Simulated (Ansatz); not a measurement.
# SnSe: the cell at several levels of theory

Cell and atoms of SnSe in the zincblende structure are relaxed in turn with PBE, r2SCAN, PBEsol, LDA and HSE06. This is a trial cell built on a prototype, not taken from a measured structure, and it needn't be the compound's ground state.

Code: Ansatz 0.2.0. PAW datasets, plane waves, zero pressure. (Calculated; spin-unpolarised; the phase may be known or hypothetical.)

## 1. Starting point

This is the cell as the run starts from it, not yet at rest; its lengths are not the crystal's.

The symmetry is F-43m (No. 216, cubic); a = 5.859 Å in the conventional setting, 25.14 Å³ an atom. Around Sn lie 4 Se at 2.54 Å; around Se lie 4 Sn at 2.54 Å.

The structure in full:

```xyz
2
Lattice="0.0000 2.9294 2.9294 2.9294 0.0000 2.9294 2.9294 2.9294 0.0000" Properties=species:S:1:pos:R:3 pbc="T T T"
Sn    0.0000    0.0000    0.0000
Se    1.4647    1.4647    1.4647
```

## 2. PBE: cell and atoms

The input, input.yaml:

```yaml
crystal:
  lattice:
    - [0.0, 2.9293597958, 2.9293597958]
    - [2.9293597958, 0.0, 2.9293597958]
    - [2.9293597958, 2.9293597958, 0.0]
  atoms:
    - { symbol: Sn, position: [0.0, 0.0, 0.0] }
    - { symbol: Se, position: [0.25, 0.25, 0.25] }
kpoints:
  mp_grid: { grid: [8, 8, 8] }
hamiltonian:
  xc: pbe
scf:
  occupations: { method: fermi_dirac, width: 0.02 }
relax:
  f_tol: 0.005
  cell: {}
```

Command:

```
> ansatz run input.yaml --threads 2 --pin off --max-ram 2211MiB --backend cpu --events-out ev --progress --plain --runs-dir out
```

After this run come: r2SCAN: cell and atoms; Relaxing with PBEsol; Relaxation with LDA; HSE06: cell and atoms.

What does the calculation give? Wanted: for each run, a; volume; space group; SCF geometries.

**Answer**, as computed:

```
 level  a (Å)  volume (Å³/atom)  space group  SCF geometries
   PBE  6.778            38.928        F-43m              10
r2SCAN  6.728            38.068        F-43m               4
PBEsol  6.655            36.845        F-43m               4
   LDA  6.585            35.689        F-43m               4
 HSE06  6.738            38.240        F-43m               3
```

From the start to the first minimum the volume moved by +54.9 %. LDA gives the smallest cell and PBE the largest; they differ by 9.1 % in volume, a mean of 2.9 % in length. The meshes differ: PBE 8×8×8, r2SCAN 6×6×6, PBEsol 6×6×6, LDA 6×6×6, HSE06 4×4×4.
